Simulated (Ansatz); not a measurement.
Crystal: BaS.

```
Ba S
1.0
     0.00000    3.19375    3.19375
     3.19375    0.00000    3.19375
     3.19375    3.19375    0.00000
Ba S
1 1
Direct
  0.00000 0.00000 0.00000
  0.50000 0.50000 0.50000
```

Base run:

* Program: Ansatz 0.2.0
* Functional: PBE
* Potentials or basis: all-electron LAPW, scalar-relativistic
* Cutoff: 137 eV (chosen from the basis error)
* Basis error allowed: 0.001 eV/atom
* k mesh: 7 × 7 × 7
* Occupations: gaussian, width 0.02 eV
* Spin: no spin polarisation

Its results: band gap on the k mesh 2.26 eV, indirect (least direct gap 2.38 eV); pressure 0.8 GPa.

**Question.** The run is repeated on the same cell with these changes: functional from PBE to BLYP; occupations from gaussian, width 0.02 eV to fermi-dirac, width 0.05 eV. What comes out?

**Answer.** Band gap on the k mesh 2.35 eV, indirect (least direct gap 2.46 eV); pressure 3.0 GPa.

Caveats: spin-orbit coupling is left out, which moves the levels of the heavy elements; an odd mesh through Γ misses points on the zone boundary, where band edges often lie (some runs).
